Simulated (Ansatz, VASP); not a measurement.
## GaSb: VASP beside Ansatz

INCAR

```
PREC = Accurate
ENCUT = 520
EDIFF = 1E-6
ISMEAR = -1
SIGMA = 0.05
LREAL = F
LASPH = T
NELM = 60
ALGO = Normal
ISIF = 2
LWAVE = F
LCHARG = T
GGA = PE
LELF = T
LVHAR = T
NBANDS = 16
```

KPOINTS

```
Automatic mesh
0
Gamma
  10 10 10
```

Contents of POSCAR:

```
GaSb
1.0
   -2.8074366121      2.8074366121      1.6219052539
    2.8074366121     -2.8074366121      1.6219052539
    2.8074366121      2.8074366121     -1.6219052539
Sb Ga
1 1
Direct
    0.0000000000      0.0000000000      0.0000000000
    0.7500000000      0.2500000000      0.5000000000
```

input.yaml

```yaml
crystal:
  lattice:
    - [-2.8074366121, 2.8074366121, 1.6219052539]
    - [2.8074366121, -2.8074366121, 1.6219052539]
    - [2.8074366121, 2.8074366121, -1.6219052539]
  atoms:
    - { symbol: Sb, position: [0.0, 0.0, 0.0] }
    - { symbol: Ga, position: [0.75, 0.25, 0.5] }
kpoints:
  mp_grid: { grid: [10, 10, 10] }
scf:
  occupations: { method: fermi_dirac, width: 0.05 }
hamiltonian:
  xc: pbe
  pseudopotentials: { kind: all_electron, lapw: { basis_error: 0.0005 } }
output:
  forces: true
  stress: true
  eigenvalues: true
```

Change from the starting cell: volume scaled by 1.06.

Alike in both runs: task single point; functional PBE; k mesh 10 × 10 × 10; occupations fermi-dirac, width 0.05 eV; no spin polarisation.

|  | VASP | Ansatz |
| --- | --- | --- |
| version | VASP 6.6.1 | Ansatz 0.2.0 |
| potentials or method | VASP PAW PBE potentials, release 64 (Sb, Ga_d) | all-electron LAPW, scalar-relativistic |
| plane-wave cutoff (eV) | 520 | see its input |

```tsv
	VASP	Ansatz	Ansatz less VASP
gap on the k mesh at the Fermi level (eV)	none	none	-
pressure (GPa)	-2.6	-2.5	+0.04
largest component of the traceless stress (GPa)	0.33	0.29	-0.036
```

A gap of «none» marks a metal or a gap that the smearing closes. Ansatz ran all-electron here, so the differences hold the error of VASP's frozen core and of both bases.

The runs have no spin-orbit coupling, so splittings on Sb are missing.
